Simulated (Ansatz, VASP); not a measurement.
## One calculation of TaN, two programs

```
Ta N
1.0
     3.02754    0.00000    0.00000
    -1.51377    2.62193    0.00000
     0.00000    0.00000    4.88499
Ta N
2 2
Direct
  0.00000 0.00000 0.00000
  0.00000 0.00000 0.50000
  0.33333 0.66667 0.25000
  0.66667 0.33333 0.75000
```

Change from the starting cell: volume scaled by 0.98, crystal datasets.

Alike in both runs: task electric field gradients; functional PBE; k mesh 9 × 9 × 5; occupations fermi-dirac, width 0.01 eV; no spin polarisation.

```csv
,VASP,Ansatz
version,VASP 6.6.1,Ansatz 0.2.0
potentials or method,"VASP PAW PBE potentials, release 64 (Ta_pv, N), cutoff 520 eV","all-electron PAW with datasets made for the crystal, scalar-relativistic"
```

VASP gave:

| Quantity | Value |
| --- | --- |
| pressure (GPa) | 72.5 |
| largest component of the traceless stress (GPa) | 60.62 |
| Vzz of the field gradient on the site that differs most (V/Å²) | -174.4 |

Problem. What did Ansatz give for the same quantities?

Solution. Pressure (GPa): 70.3; largest component of the traceless stress (GPa): 59.91; Vzz of the field gradient on the site that differs most (V/Å²): -195.4.

Ansatz ran all-electron here, so the differences hold the error of VASP's frozen core and of both bases. Ansatz warned: «gradients_without_spin_orbit».

Caveats: the cell as given lies far from equilibrium; so large a pressure means that the cell lies far from this level's equilibrium, or that cutoff or potentials fall short (VASP). Spin-orbit coupling is left out, which matters for the levels of Ta.
